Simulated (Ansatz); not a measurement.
**Moving the functional in ZnS**

The structure is cubic, space group F-43m (No. 216). The conventional cell has a = 5.404 Å, b = 5.404 Å, c = 5.404 Å, α = 90.00°, β = 90.00°, γ = 90.00°. Around Zn (site symmetry -43m) lie 4 S at 2.34 Å. S (site symmetry -43m) is surrounded by 4 Zn at 2.34 Å.

Kept alike: task single point; k mesh 6 × 6 × 6; occupations fermi-dirac, width 0.05 eV; no spin polarisation. Program: Ansatz, PAW datasets made for the crystal. Cutoffs run from 280 to 310 eV. The mesh is that of the run's cell of 2 atoms. No spin-orbit coupling.

| run | band gap (eV) | pressure (GPa) |
| --- | --- | --- |
| A | 2.112 | 1.63 |
| B | 1.975 | -1.95 |
| C | 3.342 | 0.93 |
| D | 4.007 | 0.71 |

Pressure is positive in compression, with a Pulay correction for the finite cutoff. A gap read on the mesh alone can miss an edge between its points.

Question: The runs differ in the functional (and the cutoff that goes with it) alone: HSE06; PBE; PBE0; PBEsol. Which run is which?

Answer: Run A is PBE; run B is PBEsol; run C is HSE06; run D is PBE0. The band gap runs from 1.975 (PBEsol) to 4.007 eV (PBE0). From PBE: HSE06 +1.230; PBE0 +1.895; PBEsol -0.137. Measured: 3.85 eV at 19 K (arxiv:0911.5022); nearest PBE0, 0.157 eV off. The runs are for a static lattice. The pressure runs from -1.95 (PBEsol) to 1.63 GPa (PBE). From PBE: HSE06 -0.70; PBE0 -0.92; PBEsol -3.58. A positive pressure means that the functional's own cell is larger than the one given, a negative one that it is smaller.

Exact exchange sets the size of the gap here, while the choice between the two semilocal functionals mainly affects the pressure. The valence edge of ZnS is S 3p with some Zn 3d mixed in, and the conduction edge is largely Zn 4s. Exact exchange pulls the occupied states down relative to the empty ones and binds the 3d shell more deeply, which weakens the p–d repulsion that raises the valence edge. HSE06 screens this exchange away at long range. PBE0 keeps it, and so opens the gap further. Its closeness to experiment probably reflects a fixed exchange fraction not far from the crystal's inverse dielectric constant, and need not carry over to more strongly screening solids.

PBEsol's weaker gradient enhancement of exchange favours a denser crystal than PBE, hence the opposite signs of pressure. Because the gap of ZnS widens under compression, relaxing each cell would raise the PBEsol gap and lower the PBE one, so their small difference at fixed volume might vanish or reverse.
